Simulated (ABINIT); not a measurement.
Crystal: SnSe.

```
Sn Se
1.0
     0.00000    3.01000    3.01000
     3.01000    0.00000    3.01000
     3.01000    3.01000    0.00000
Sn Se
1 1
Direct
  0.00000 0.00000 0.00000
  0.50000 0.50000 0.50000
```

Measurements of this composition are mostly on another form, of space group No. 62.

Base run:

| Item | Value |
| --- | --- |
| Program | ABINIT 10.8.3 (patched build) |
| Functional | revPBE |
| Potentials or basis | JTH PAW PBE v2.0 |
| Cutoff | 599 eV |
| k mesh | 8 × 8 × 8 |
| Occupations | fermi-dirac, width 0.05 eV |
| Spin | no spin polarisation |

Its results: pressure 2.1 GPa.

**Question.** After a change of settings the same cell gave: pressure -1.9 GPa. Which change was it?
A. functional from revPBE to PBEsol
B. functional from revPBE to PBE
C. functional from revPBE to PBEsol; k mesh from 8 × 8 × 8 to 3 × 3 × 3
D. functional from revPBE to RPBE; spin from no spin polarisation to spin-orbit coupling, no magnetisation

**Answer.** A.

PBEsol binds more tightly than revPBE, so the same cell stands under less pressure.

Caveats: the PAW data sets were made with another functional, which shifts forces and pressure a little.
